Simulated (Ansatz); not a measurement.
# ScAl$_{2}$: enthalpy under pressure, worked through

The calculation used DFT r2SCAN, scalar-relativistic, plane waves, PAW in Ansatz 0.2.0. Run with 500 eV cutoff, 8×8×8 k-mesh, Gaussian smearing of 0.10 eV, no spin polarisation.

Reference structure (relaxed):

```xyz
6
Lattice="0.0000 3.7777 3.7777 3.7777 0.0000 3.7777 3.7777 3.7777 0.0000" Properties=species:S:1:pos:R:3 pbc="T T T"
Sc    3.7777    3.7777    3.7777
Sc    5.6665    5.6665    5.6665
Al    0.9444    0.9444    0.9444
Al    0.9444    2.8332    2.8332
Al    2.8332    0.9444    2.8332
Al    2.8332    2.8332    0.9444
```

Cell and atoms were relaxed at each target pressure within the start's symmetry (Fd-3m), at zero temperature; other phases can be more stable under pressure. H = E + PV with P the target; E is the free energy at the smearing used, whose derivative the pressure is, per atom and counted from zero pressure. The mesh named is that at zero pressure; some other pressures ran on another.

```
P (GPa) V (Å³/atom) E − E0 (meV) H − H0 (meV)
      0       17.970           0.0           0.0
      1       17.799           0.5         111.6
      4       17.279           8.5         439.9
     12       16.212          60.6        1274.9
     25       14.965         200.3        2535.5
     50       13.368         564.1        4735.8
     90       11.795        1235.1        7860.7
```

Question: Thermodynamics gives dH/dP = V along a relaxed path. Integrate V over P by the trapezoid rule and compare with the computed enthalpies.

Answer: With 1 eV/Å³ = 160.22 GPa, each step adds the mean volume times ΔP / 160.22:
| P (GPa) | ∫V dP (meV) | H − H0 (meV) | difference (meV) |
| --- | --- | --- | --- |
| 1 | 111.6 | 111.6 | 0.0 |
| 4 | 440.0 | 439.9 | 0.1 |
| 12 | 1276.2 | 1274.9 | 1.3 |
| 25 | 2541.0 | 2535.5 | 5.5 |
| 50 | 4751.5 | 4735.8 | 15.7 |
| 90 | 7892.6 | 7860.7 | 31.8 |

V(P) curves upward, so the trapezoid rule runs high; integrating a smooth curve through the same points puts that excess at about 30.6 meV at 90 GPa, against the 31.8 meV found.

Question: At 90 GPa, how much of the enthalpy change is stored energy and how much is the PV term?

Answer: E rises by 1235 meV/atom and PV is 90 × 11.795 / 160.22 = 6626 meV/atom, so PV makes 84 % of ΔH. So between rival structures at high pressure a small difference in volume can outweigh the difference in energy: 1 % of this volume is worth 66.3 meV/atom at this pressure.

Question: What bulk modulus do the lowest pressures give?

Answer: From the pressures that the runs reached, -1.03 GPa (18.176 Å³) and 0.95 GPa (17.799 Å³), B = −ΔP/Δln V = 1.98 / 0.0210 = 95 GPa, a mean over that range.